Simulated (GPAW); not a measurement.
# SnSe2 (P-3m1) in GPAW: convergence with bands over plane waves of the response

Aim: find how far bands over plane waves of the response must go before the results for SnSe2 settle, at PBE. This setting moves, with any that are tied to it; all else stays.

All numbers are computed with GPAW 26.7.0; they aren't measurements. Logs are shortened: lines on timing, memory, paths and dates and some standing lists are left out, and cuts for length are marked. The log counts tension as positive stress, the text compression.

### Step 1. The cell of the first run

Symmetry: P-3m1, No. 164, trigonal system. Conventional cell: a = 3.707 Å, b = 3.707 Å, c = 5.968 Å, α = 90.00°, β = 90.00°, γ = 120.00°. Sn (site symmetry -3m) has 6 Se at 2.61 Å as nearest neighbours. Se (site symmetry 3m) has 3 Sn at 2.61 Å as nearest neighbours.

The cell isn't the ideal one: volume scaled by 0.92.

### Step 2. With bands over plane waves of the response 0.15

File run.py:

```python
import json
import numpy as np
from ase import Atoms
from ase.dft.bandgap import bandgap
from ase.io import write
from gpaw import GPAW, PW
from gpaw.response.g0w0 import G0W0

atoms = Atoms(['Sn', 'Se', 'Se'],
              cell=[[3.7065360167, 0.0, 0.0],
                    [-1.8532680084, 3.2099543505, 0.0],
                    [0.0, 0.0, 5.9678050377]],
              scaled_positions=[[0.0, 0.0, 0.0],
                                [0.6666666667, 0.3333333333, 0.751],
                                [0.3333333333, 0.6666666667, 0.249]],
              pbc=True)

calc = GPAW(mode=PW(400),
            xc='PBE',
            kpts={'size': (4, 4, 2), 'gamma': True},
            occupations={'name': 'fermi-dirac', 'width': 0.001},
            nbands=24,
            convergence={'density': 1e-06},
            maxiter=150,
            txt='gpaw.txt')
atoms.calc = calc
energy = atoms.get_potential_energy()
calc.write('gs.gpw')
write('result.traj', atoms)
print(f'Energy: {energy:.6f} eV')
print('Fermi level:', round(calc.get_fermi_level(), 4), 'eV')
print(f'Gap: {bandgap(calc)[0]:.4f} eV, direct: {bandgap(calc, direct=True)[0]:.4f} eV')

calc.diagonalize_full_hamiltonian(nbands=35)
calc.write('full.gpw', mode='all')

ibz = calc.get_ibz_k_points()
gap, vbm, cbm = bandgap(calc, output=None)
gap, direct, _ = bandgap(calc, direct=True, output=None)
gamma = int(np.abs(ibz).sum(1).argmin())
kpts = sorted({gamma, vbm[1], cbm[1], direct[1]})
gw = G0W0(calc='full.gpw',
          filename='gw',
          ecut=120,
          ecut_extrapolation=False,
          relbands=(-1, 1),
          kpts=kpts,
          integrate_gamma='WS',
          nbands=31,
          ppa=True)
gw.calculate()
results = {mode: {key: np.asarray(r[key]).tolist() for key in ['f', 'eps', 'vxc', 'exx', 'sigma', 'Z', 'qp', 'sigma_eskn']}
           for mode, r in gw.all_results.items()}
json.dump({'kpts': ibz[kpts].tolist(), 'results': results}, open('gw.json', 'w'))
for mode, r in results.items():
    f, qp = np.array(r['f']), np.array(r['qp'])
    print(mode, 'quasiparticle energies (eV):')
    print(qp.round(3))
    print(mode, 'gap:', round(qp[f < 0.5].min() - qp[f > 0.5].max(), 4), 'eV')
```

Potentials or basis: GPAW PAW data sets (gpaw-data 1.2.1), pw.

Run with:

```sh
$ OMP_NUM_THREADS=1 python run.py
```

Run time: 43 s. Hardware: 1 thread of Arm Neoverse V1, shared host; peak memory 0.34 GiB.

Results (log left out):

* Free energy: -11.3608 eV
* Band gap on the k mesh, mean-field level: 0.99 eV, indirect (least direct gap 1.51 eV)
* Quasiparticle gap: 1.72 eV
* Least direct quasiparticle gap: 2.45 eV

### Step 3. With bands over plane waves of the response 0.25

run.py: that of step 2 with these lines changed.

```diff
@@ -33,3 +33,3 @@
 
-calc.diagonalize_full_hamiltonian(nbands=35)
+calc.diagonalize_full_hamiltonian(nbands=56)
 calc.write('full.gpw', mode='all')
@@ -48,3 +48,3 @@
           integrate_gamma='WS',
-          nbands=31,
+          nbands=52,
           ppa=True)
```

Potentials or basis: GPAW PAW data sets (gpaw-data 1.2.1), pw.

Run with:

```sh
$ OMP_NUM_THREADS=1 python run.py
```

Wall time 54 s (1 thread of Arm Neoverse V1, shared host); peak memory 0.34 GiB.

The run converged. Its results:

```yaml
Free_energy: -11.3608 eV
Band_gap_on_the_k_mesh_mean-field_level: 0.99 eV, indirect (least direct gap 1.51 eV)
Quasiparticle_gap: 1.68 eV
Least_direct_quasiparticle_gap: 2.41 eV
```

### Step 4. With bands over plane waves of the response 0.4

run.py: that of step 3 with these lines changed.

```diff
@@ -33,3 +33,3 @@
 
-calc.diagonalize_full_hamiltonian(nbands=56)
+calc.diagonalize_full_hamiltonian(nbands=88)
 calc.write('full.gpw', mode='all')
@@ -48,3 +48,3 @@
           integrate_gamma='WS',
-          nbands=52,
+          nbands=84,
           ppa=True)
```

Run with:

```sh
$ OMP_NUM_THREADS=1 python run.py
```

It took 72 s on 1 thread of Arm Neoverse V1, shared host; peak memory 0.34 GiB.

It converged, with:

```
Free energy                              : -11.3608 eV
Band gap on the k mesh, mean-field level : 0.99 eV, indirect (least direct gap 1.51 eV)
Quasiparticle gap                        : 1.68 eV
Least direct quasiparticle gap           : 2.41 eV
```

### Step 5. With bands over plane waves of the response 0.6

run.py: that of step 4 with these lines changed.

```diff
@@ -33,3 +33,3 @@
 
-calc.diagonalize_full_hamiltonian(nbands=88)
+calc.diagonalize_full_hamiltonian(nbands=130)
 calc.write('full.gpw', mode='all')
@@ -48,3 +48,3 @@
           integrate_gamma='WS',
-          nbands=84,
+          nbands=126,
           ppa=True)
```

Run with:

```sh
$ OMP_NUM_THREADS=1 python run.py
```

Run time: 95 s. Hardware: 1 thread of Arm Neoverse V1, shared host; peak memory 0.35 GiB.

Results (log left out):

* Free energy: -11.3608 eV
* Band gap on the k mesh, mean-field level: 0.99 eV, indirect (least direct gap 1.51 eV)
* Quasiparticle gap: 1.68 eV
* Least direct quasiparticle gap: 2.40 eV

### Step 6. With bands over plane waves of the response 0.8

run.py: that of step 5 with these lines changed.

```diff
@@ -33,3 +33,3 @@
 
-calc.diagonalize_full_hamiltonian(nbands=130)
+calc.diagonalize_full_hamiltonian(nbands=172)
 calc.write('full.gpw', mode='all')
@@ -48,3 +48,3 @@
           integrate_gamma='WS',
-          nbands=126,
+          nbands=168,
           ppa=True)
```

Potentials or basis: GPAW PAW data sets (gpaw-data 1.2.1), pw.

Run with:

```sh
$ OMP_NUM_THREADS=1 python run.py
```

Wall time 2 min (1 thread of Arm Neoverse V1, shared host); peak memory 0.35 GiB.

The run converged. Its results:

- Free energy: -11.3608 eV
- Band gap on the k mesh, mean-field level: 0.99 eV, indirect (least direct gap 1.51 eV)
- Quasiparticle gap: 1.68 eV
- Least direct quasiparticle gap: 2.40 eV

### Step 7. With bands over plane waves of the response 1

run.py: that of step 6 with these lines changed.

```diff
@@ -33,3 +33,3 @@
 
-calc.diagonalize_full_hamiltonian(nbands=172)
+calc.diagonalize_full_hamiltonian(nbands=215)
 calc.write('full.gpw', mode='all')
@@ -48,3 +48,3 @@
           integrate_gamma='WS',
-          nbands=168,
+          nbands=211,
           ppa=True)
```

Run with:

```sh
$ OMP_NUM_THREADS=1 python run.py
```

Wall time 2.4 min (1 thread of Arm Neoverse V1, shared host); peak memory 0.36 GiB.

It converged, with:

- Free energy: -11.3608 eV
- Band gap on the k mesh, mean-field level: 0.99 eV, indirect (least direct gap 1.51 eV)
- Quasiparticle gap: 1.68 eV
- Least direct quasiparticle gap: 2.40 eV

### Step 8. With bands over plane waves of the response 1.4

run.py: that of step 7 with these lines changed.

```diff
@@ -33,3 +33,3 @@
 
-calc.diagonalize_full_hamiltonian(nbands=215)
+calc.diagonalize_full_hamiltonian(nbands=299)
 calc.write('full.gpw', mode='all')
@@ -48,3 +48,3 @@
           integrate_gamma='WS',
-          nbands=211,
+          nbands=295,
           ppa=True)
```

Potentials or basis: GPAW PAW data sets (gpaw-data 1.2.1), pw.

Run with:

```sh
$ OMP_NUM_THREADS=1 python run.py
```

gpaw.txt:

```text
__  _  _
 | _ |_)|_||  |
 |__||  | ||/\| - 26.7.0

Input parameters:
  mode=PW(ecut=400.0),
  convergence={'density': 1e-06},
  kpts=MonkhorstPack(size=(4, 4, 2), gamma=True),
  maxiter=150,
  nbands=24,
  occupations=Occupations(name='fermi-dirac', width=0.001),
  xc=XC(name='PBE')

Diagonalizing LCAO Hamiltonian
Converting LCAO to pw mode

            Se

        Se

       Sn

Atoms  # Å, Bohr magnetons
|   | symbol |         x |        y |        z |    initial magnetic moments |
|---|--------|-----------|----------|----------|-----------------------------|
| 0 |     Sn |  0.000000 | 0.000000 | 0.000000 | ( 0.0000,  0.0000,  0.0000) |
| 1 |     Se |  1.853268 | 1.069985 | 4.481822 | ( 0.0000,  0.0000,  0.0000) |
| 2 |     Se | -0.000000 | 2.139970 | 1.485983 | ( 0.0000,  0.0000,  0.0000) |

Unit cell  # Å
| periodic |         x |        y |        z |  lengths |     angles |
|----------|-----------|----------|----------|----------|------------|
|      yes |  3.706536 | 0.000000 | 0.000000 | 3.706536 |  90.000000 |
|      yes | -1.853268 | 3.209954 | 0.000000 | 3.706536 |  90.000000 |
|      yes |  0.000000 | 0.000000 | 5.967805 | 5.967805 | 120.000000 |

Number of symmetries: 12
Symmetry operations  # r_c * U_cc + t_c -> r_c
|    | kind |            matrix            |
|----|------|------------------------------|
|  0 |  σ   |  1, 1, 0,  0,-1, 0,  0, 0, 1 |
|  1 |  S6  |  1, 1, 0, -1, 0, 0,  0, 0,-1 |
|  2 |  E   |  1, 0, 0,  0, 1, 0,  0, 0, 1 |
|  3 |  C2  |  1, 0, 0, -1,-1, 0,  0, 0,-1 |
|  4 |  C2  |  0, 1, 0,  1, 0, 0,  0, 0,-1 |
|  5 |  C3  |  0, 1, 0, -1,-1, 0,  0, 0, 1 |
|  6 |  S6  |  0,-1, 0,  1, 1, 0,  0, 0,-1 |
|  7 |  σ   |  0,-1, 0, -1, 0, 0,  0, 0, 1 |
|  8 |  σ   | -1, 0, 0,  1, 1, 0,  0, 0, 1 |
|  9 |  i   | -1, 0, 0,  0,-1, 0,  0, 0,-1 |
| 10 |  C3  | -1,-1, 0,  1, 0, 0,  0, 0, 1 |
| 11 |  C2  | -1,-1, 0,  0, 1, 0,  0, 0,-1 |

BZ-sampling:
  Number of BZ points: 32
  Number of IBZ points: 8

  Monkhorst-Pack size: [4, 4, 2]
  Monkhorst-Pack shift: [0.125, 0.125, 0.25]

K-points  # in reciprocal-cell coordinates
|   |                                coordinates |     weight |
|---|--------------------------------------------|------------|
| 0 | (  0.00000000,   0.00000000,   0.00000000) | 0.03125000 |
| 1 | (  0.00000000,   0.00000000,   0.50000000) | 0.03125000 |
| 2 | (  0.25000000,   0.00000000,   0.00000000) | 0.18750000 |
| 3 | (  0.25000000,   0.00000000,   0.50000000) | 0.18750000 |
| 4 | (  0.50000000,   0.25000000,   0.00000000) | 0.18750000 |
| 5 | (  0.50000000,   0.25000000,   0.50000000) | 0.18750000 |
| 6 | (  0.50000000,   0.50000000,   0.00000000) | 0.09375000 |
| 7 | (  0.50000000,   0.50000000,   0.50000000) | 0.09375000 |

Plane wave coefficients: 1308
Cutoff: 400.0 eV

Spin-components: 1 (collinear spins)
Bands:           24
Projectors:      16
Spin-degeneracy: 2
Datatype:        complex128

Density:
  Valence electrons: 26.0
  Components: 1
  Grid points: [18 18 28]
  Charge: 0.0  # |e|

Potential:
  Grid points: [18 18 28]

species:
  Sn:
    name:    Tin
    Z:       50.0
    valence: 14
    core:    36
    charge:  0.0  # [|e|]
    compensation charges:
      type: gauss
      rc: 0.38  # [Å]
      lmax: 2
    cutoffs:
      filter: 2.23  # [Å]
      core: 2.35  # [Å]
    projectors
    | kind |    occ | energy [eV] | rcut [Å] |
    |------|--------|-------------|----------|
    |   5s |  2.000 |     -10.538 |    1.201 |
    |   5p |  2.000 |      -3.696 |    1.270 |
    |   4d | 10.000 |     -25.845 |    1.185 |
    |    s |        |      16.674 |    1.201 |
    |    p |        |      23.515 |    1.270 |
    |    d |        |       1.367 |    1.185 |

    Using partial waves for Sn as LCAO basis

  Se:
    name:    Selenium
    Z:       34.0
    valence: 6
    core:    28
    charge:  0.0  # [|e|]
    compensation charges:
      type: gauss
      rc: 0.27  # [Å]
      lmax: 2
    cutoffs:
      filter: 1.77  # [Å]
      core: 2.67  # [Å]
    projectors
    | kind |    occ | energy [eV] | rcut [Å] |
    |------|--------|-------------|----------|
    |   4s |  2.000 |     -17.277 |    0.847 |
    |   4p |  4.000 |      -6.512 |    1.005 |
    |    s |        |       9.935 |    0.847 |
    |    p |        |      20.699 |    1.005 |
    |    d |        |       0.000 |    0.847 |

    Using partial waves for Se as LCAO basis

Reference energy: -300217.757568  # eV

eigensolver:
  PPCG
  Converge bands: occupied
  niter=2

density mixing:
  MSR1-Mixer
  Pratt-step length: 0.05
  Maximum mixing coefficient: 0.75
  Old densities: 10
  SVD Regularization: 0.005
  Good broyden scale: 1.0
  Trust region scale: 1.0
  Backstep threshold: 4.0
  History deletion threshold: 6.0
  Fourier metric: weight=20.0, sigma=0.015

occupation numbers:
  Fermi-Dirac:
    width: 0.0010  # eV

poisson solver:
  ecut: 3200.0  # eV

xc functional:
  name: PBE with 2 nearest neighbor stencil

convergence criteria:
- Maximum integral of absolute [dens]ity change: 1e-06 electrons / valence electron
- Maximum [total energy] change in last 3 cyles: 0.0005 eV / valence electron
- Maximum integral of absolute [eigenst]ate change: 4e-08 eV^2 / valence electron
maximum number of iterations: 150

SCF iterations
|iter     | |      energy | eigst |  dens |
|---------|-|-------------|-------|-------|
|iter:   1| |  -11.615332 | -0.02 |       |
|iter:   2| |  -11.563409 | -2.26 | -1.20 |
|iter:   3| |  -11.367839 | -2.02 | -1.24 |
|iter:   4| |  -11.361952 | -2.75 | -1.77 |
|iter:   5| |  -11.360707c| -4.07 | -2.32 |
|iter:   6| |  -11.360814c| -4.68 | -2.59 |
|iter:   7| |  -11.360832c| -6.01 | -3.40 |
|iter:   8| |  -11.360834c| -6.91 | -3.93 |
|iter:   9| |  -11.360834c| -7.58c| -4.81 |
|iter:  10| |  -11.360834c| -8.21c| -5.55 |
|iter:  11| |  -11.360834c| -8.68c| -6.10c|

Converged in 11 steps
Energy contributions relative to reference atoms: (reference = -300217.757568)

Energy contributions:
  Kinetic:          47.782386
  Coulomb:         -41.341939
  Zero:             -0.143742
  External:          0.000000
  Xc:              -17.657539
  Entropy:          -0.000000
  Spinorbit:         0.000000
  ----------------------------
  Free energy:     -11.360834
  Extrapolated:    -11.360834

dipole moment: (-6.173932, -10.693564, -19.881001)  # |e|*Ang

Fermi level: 6.784
Eigenvalues  # (at kpt = [0.000, 0.000, 0.000])
| band index |      eig [eV] | occ [0-2] |
|------------|---------------|-----------|
|          0 |       -15.223 |     2.000 |
|        ... |               |           |
|          5 |        -8.481 |     2.000 |
|          6 |        -6.366 |     2.000 |
|          7 |        -0.145 |     2.000 |
|          8 |         5.377 |     2.000 |
|          9 |         5.377 |     2.000 |
|         10 |         5.737 |     2.000 |
[... 8 lines left out ...]
|         19 |        15.204 |     0.000 |
|         20 |        16.403 |     0.000 |
|        ... |               |           |
|         23 |        17.138 |     0.000 |

Gap: 0.993 eV
Transition (v -> c):
  (s=0, k=0, n=12, [0.00, 0.00, 0.00]) -> (s=0, k=7, n=13, [0.50, 0.50, 0.50])
Direct/indirect transitions are different
Direct gap: 1.511 eV
Transition at: (s=0, k=0, n=12, [0.00, 0.00, 0.00])
# Writing to gs.gpw (mode='')

Matrix size: 1308x1308
# Writing to full.gpw (mode='all')
```

Wall time 3.3 min (1 thread of Arm Neoverse V1, shared host); peak memory 0.42 GiB.

Results:

```
Free energy                              : -11.3608 eV
Band gap on the k mesh, mean-field level : 0.99 eV, indirect (least direct gap 1.51 eV)
Quasiparticle gap                        : 1.68 eV
Least direct quasiparticle gap           : 2.39 eV
```

### Step 9. Result

| bands over plane waves of the response | quasiparticle gap at the points computed (eV) | SCF cycles | CPU time (s) | peak memory (GiB) |
| --- | --- | --- | --- | --- |
| 0.15 | 1.718 | 11 | 43 | 0.34 |
| 0.25 | 1.685 | 11 | 54 | 0.34 |
| 0.4 | 1.681 | 11 | 72 | 0.34 |
| 0.6 | 1.683 | 11 | 95 | 0.35 |
| 0.8 | 1.684 | 11 | 120 | 0.35 |
| 1 | 1.684 | 11 | 140 | 0.36 |
| 1.4 | 1.683 | 11 | 200 | 0.42 |

Against the tightest run, the quasiparticle gap at the points computed stays within 0.05 eV from 0.15 on. The tightest run that finished is the yardstick and may itself not be fully converged.

Caveats: all runs use coarse meshes; the quasiparticle gap is taken among the few k points that were corrected; the long-wavelength limit can be off by a per cent or two; spin-orbit coupling is left out, which moves the levels of the heavy elements.
